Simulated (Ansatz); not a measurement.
# Al: the cost of one run

Computed with Ansatz 0.2.0 (DFT PBE, scalar-relativistic, plane waves, PAW, unless a step's input says otherwise).

2 further runs of the same task are left out: 2 set aside as unsound or not needed.

## (1) The starting structure

The structure is cubic, space group Fm-3m (No. 225). The conventional cell has a = 4.041 Å, b = 4.041 Å, c = 4.041 Å, α = 90.00°, β = 90.00°, γ = 90.00°. Al (site symmetry m-3m) is surrounded by 12 Al at 2.86 Å.

Coordinates:

```cif
data_structure
_symmetry_space_group_name_H-M 'Fm-3m'
_symmetry_Int_Tables_number 225
_cell_length_a 4.0415
_cell_length_b 4.0415
_cell_length_c 4.0415
_cell_angle_alpha 90.000
_cell_angle_beta 90.000
_cell_angle_gamma 90.000
_cell_volume 66.01
loop_
_atom_site_label
_atom_site_type_symbol
_atom_site_symmetry_multiplicity
_atom_site_Wyckoff_symbol
_atom_site_fract_x
_atom_site_fract_y
_atom_site_fract_z
_atom_site_occupancy
Al1 Al 4 a 0.00000 0.00000 0.00000 1
```

This cell was relaxed beforehand with the same method: volume 16.50 Å³/atom, gap on the mesh none (metal).

## (2) Next: the [111] wire, 16 host atoms a period

The wire is cut from the relaxed crystal, periodic along c with vacuum across. Atoms and period relax; energies count from the bulk, -537.4996 eV an atom.

The cell holds 16 Al: a = 14.800 Å, b = 15.000 Å, c = 7.000 Å, α = 90.00°, β = 90.00°, γ = 90.00°.

## (3) Relaxation

Pressure and volume refer to the whole cell with its vacuum; only the period along c may change.

Contents of input.yaml:

```yaml
crystal:
  lattice:
    - [14.8, 0.0, 0.0]
    - [0.0, 15.0, 0.0]
    - [0.0, 0.0, 7.0000085784]
  atoms:
    - { symbol: Al, position: [0.695091637, 0.5, 0.0] }
    - { symbol: Al, position: [0.5836107016, 0.3094838976, 0.3333333333] }
    - { symbol: Al, position: [0.5836107016, 0.6905161024, 0.3333333333] }
    - { symbol: Al, position: [0.4721297661, 0.5, 0.6666666667] }
    - { symbol: Al, position: [0.3606488307, 0.5, 1.0] }
    - { symbol: Al, position: [0.5836107016, 0.5, 0.3333333333] }
    - { symbol: Al, position: [0.4721297661, 0.3094838976, 0.6666666667] }
    - { symbol: Al, position: [0.4721297661, 0.6905161024, 0.6666666667] }
    - { symbol: Al, position: [0.5278702339, 0.4047419488, 1.0] }
    - { symbol: Al, position: [0.4163892984, 0.5952580512, 0.3333333333] }
    - { symbol: Al, position: [0.304908363, 0.4047419488, 0.6666666667] }
    - { symbol: Al, position: [0.6393511693, 0.5952580512, 0.6666666667] }
    - { symbol: Al, position: [0.5278702339, 0.5952580512, 1.0] }
    - { symbol: Al, position: [0.4163892984, 0.4047419488, 0.3333333333] }
    - { symbol: Al, position: [0.304908363, 0.5952580512, 0.6666666667] }
    - { symbol: Al, position: [0.6393511693, 0.4047419488, 0.6666666667] }
basis:
  ecutwfc: 420
kpoints:
  mp_grid: { grid: [1, 1, 8] }
hamiltonian:
  xc: pbe
scf:
  occupations: { method: gaussian, width: 0.05 }
output:
  forces: true
  stress: true
  eigenvalues: true
  populations: true
  write_density: true
  write_potential: true
  elf: true
  volumetric_format: npy
relax:
  adjacent_minimum: "off"
  f_tol: 0.02
  max_steps: 45
  cell: { fix: [a, b, alpha, beta, gamma], stress_tol: 0.03 }
```

The run is started by

```bash
> ansatz run input.yaml --threads 4 --pin off --max-ram 11264MiB --backend cpu --events-out ev --progress --plain --runs-dir out
```

**Question.** How long does this run take on 4 threads of Arm Neoverse V1, shared host, and how much memory does it need?

About 5.9 min, with a peak of 1.7 GiB.
